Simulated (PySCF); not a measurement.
**Choosing a basis for TDDFT**

Species: benzaldehyde, C7H6O.
Cartesian coordinates in Å at the PBE0-D3(BJ)/def2-SVP level; atoms count from 1:
```xyz
14
C7H6O angstrom
O      2.877   -1.438   -0.093
C      2.333   -0.370   -0.217
C      0.880   -0.141   -0.060
C      0.352    1.144   -0.217
C     -1.015    1.361   -0.067
C     -1.855    0.290    0.240
C     -1.332   -0.997    0.398
C      0.032   -1.213    0.249
H      2.921    0.550   -0.470
H      1.022    1.975   -0.459
H     -1.429    2.364   -0.190
H     -2.929    0.459    0.358
H     -1.996   -1.830    0.639
H      0.475   -2.205    0.366
```

TDDFT with PBE0 (PySCF), vertical singlets, core orbitals frozen in the response, spherical d and f functions. One conformer (not necessarily the lowest) at the PBE0-D3(BJ)/def2-SVP geometry, without solvent, vibrations or thermal averaging.

| basis | functions | diffuse | S1 (eV) | S2 (eV) | S3 (eV) | S4 (eV) | S5 (eV) | LUMO (eV) | α (au) |
| --- | --- | --- | --- | --- | --- | --- | --- | --- | --- |
| 6-31G* | 124 | no | 3.79 | 4.94 | 5.46 | 5.93 | 6.59 | -1.54 | 69.9 |
| def2-SVP | 142 | no | 3.74 | 4.93 | 5.44 | 5.80 | 6.54 | -1.77 | 73.3 |
| 6-31+G* | 156 | yes | 3.78 | 4.85 | 5.30 | 5.84 | 6.41 | -1.90 | 81.7 |
| def2-SVPD | 211 | yes | 3.73 | 4.83 | 5.29 | 5.78 | 6.38 | -1.98 | 84.4 |
| aug-cc-pVDZ | 238 | yes | 3.71 | 4.81 | 5.25 | 5.71 | 6.32 | -1.94 | 86.4 |
| def2-TZVP | 284 | no | 3.73 | 4.84 | 5.29 | 5.75 | 6.38 | -1.90 | 82.1 |

Question: Compare the sets with the largest diffuse one.

Answer: States are compared by their number. Against the largest diffuse basis here (aug-cc-pVDZ, itself not a converged limit), sets without diffuse functions differ by up to 0.08 eV in S1 and 0.27 eV in S5; the smaller diffuse sets differ by up to 0.07 and 0.09 eV. State by state, the largest deviation of a set without diffuse functions is S1 0.08, S2 0.13, S3 0.21, S4 0.22, S5 0.27 eV. The same number needn't mean the same state in each row. Against aug-cc-pVDZ the polarisability deviates by -19% in 6-31G*, -15% in def2-SVP, -5% in 6-31+G*, -2% in def2-SVPD, -5% in def2-TZVP. A single + in a Pople set puts diffuse functions on heavy atoms only.
